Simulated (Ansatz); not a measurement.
# TiTe (wurtzite type): a single-point run

The task is a single-point run on TiTe (wurtzite type). The structure is shown as the input types it.

Computed with Ansatz 0.2.0 (DFT, PBE, PAW with Ansatz's default frozen-core files, scalar-relativistic (as first typed), unless a step's input says otherwise).

## 1. The structure to begin with

It takes space group P6_3mc (No. 186, hexagonal). Conventional cell: a = 3.633 Å, b = 3.633 Å, c = 8.936 Å, α = 90.00°, β = 90.00°, γ = 120.00°. Ti (site symmetry 3m) is surrounded by 4 Te at 2.73 Å. Te (site symmetry 3m) is surrounded by 4 Ti at 2.73 Å.

Structure file:

```
Ti Te
1.0
     3.63259    0.00000    0.00000
    -1.81629    3.14591    0.00000
     0.00000    0.00000    8.93637
Ti Te
2 2
Direct
  0.33333 0.66667 0.03535
  0.66667 0.33333 0.53535
  0.33333 0.66667 0.34065
  0.66667 0.33333 0.84065
```

## 2. The run

Contents of input.yaml:

```yaml
crystal:
  lattice:
    - [3.6325874673, 0.0, 0.0]
    - [-1.8162937337, 3.1459130281, 0.0]
    - [0.0, 0.0, 8.9363713932]
  atoms:
    - { symbol: Ti, position: [0.3333333333, 0.6666666667, 0.0353464749] }
    - { symbol: Ti, position: [0.6666666667, 0.3333333333, 0.5353464749] }
    - { symbol: Te, position: [0.3333333333, 0.6666666667, 0.3406535251] }
    - { symbol: Te, position: [0.6666666667, 0.3333333333, 0.8406535251] }
kpoints:
  mp_grid: { grid: [8, 8, 5] }
  band_path:
    path:
      - [0.0, 0.0, 0.0]
      - [0.5, 0.0, 0.0]
      - [0.3333333333, 0.3333333333, 0.0]
      - [0.0, 0.0, 0.0]
      - [0.0, 0.0, 0.5]
      - [0.5, 0.0, 0.5]
      - [0.3333333333, 0.3333333333, 0.5]
      - [0.0, 0.0, 0.5]
      - [0.5, 0.0, 0.5]
    npoints: 14
scf:
  occupations: { method: fermi_dirac, width: 0.05 }
  max_iter: 75
hamiltonian:
  xc: pbe
  pseudopotentials: { kind: paw }
output:
  forces: true
  stress: true
  eigenvalues: true
  efg: { contact_densities: true }
  populations: true
basis:
  ecutrho_ratio: 2
```

The run is started by

```
ansatz run input.yaml --threads 1 --pin off --max-ram 3072MiB --backend cpu --events-out ev --progress --plain --runs-dir out
```

**Question.** How will this run end, and is anything wrong with its input?

The program finished normally, with warnings (cutoff below recommended, gradients without spin orbit). Its log warns: «basis.ecutrho_ratio = 2 (ecutrho = 840 eV) is below the records' recommended 1680 eV»

Look at the input: basis.ecutrho_ratio is 2. The density grid can't hold the products of the orbitals.

The test: delete basis.ecutrho_ratio (the default then holds).
